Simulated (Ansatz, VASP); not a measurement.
One calculation of Li2O, two programs

```xyz
3
Lattice="0.0000 2.3165 2.3165 2.3165 0.0000 2.3165 2.3165 2.3165 0.0000" Properties=species:S:1:pos:R:3 pbc="T T T"
Li    1.1583    1.1583    1.1583
Li    3.4748    3.4748    3.4748
O     0.0000    0.0000    0.0000
```

Alike in both runs: task relaxation of cell and atoms; functional PBE; k mesh 8 × 8 × 8; occupations gaussian, width 0.02 eV; no spin polarisation.

|  | VASP | Ansatz |
| --- | --- | --- |
| version | VASP 6.6.1 | Ansatz 0.2.0 |
| potentials or method | VASP PAW PBE potentials, release 64 (Li_sv, O) | scalar-relativistic, plane waves, PAW |
| plane-wave cutoff (eV) | 600 | 420 |
| valence electrons in the cell | 12 | 12 |

VASP gave:

| Quantity | Value |
| --- | --- |
| gap on the k mesh at the Fermi level, each at its own relaxed structure (eV) | 4.98 |
| relaxed volume (Å³/atom) | 8.21 |
| relaxed cell length with the largest relative difference (Å) | 3.266 |

Q: Which values does Ansatz return?

A: gap on the k mesh at the Fermi level, each at its own relaxed structure (eV): 4.98; relaxed volume (Å³/atom): 8.25; relaxed cell length with the largest relative difference (Å): 3.271.

Caveats: the cutoff is under 1.25 times the usual one of these potentials, so pressure, stress and relaxed cells hold a basis-set (Pulay) error (VASP). A k mesh can miss the band edges.
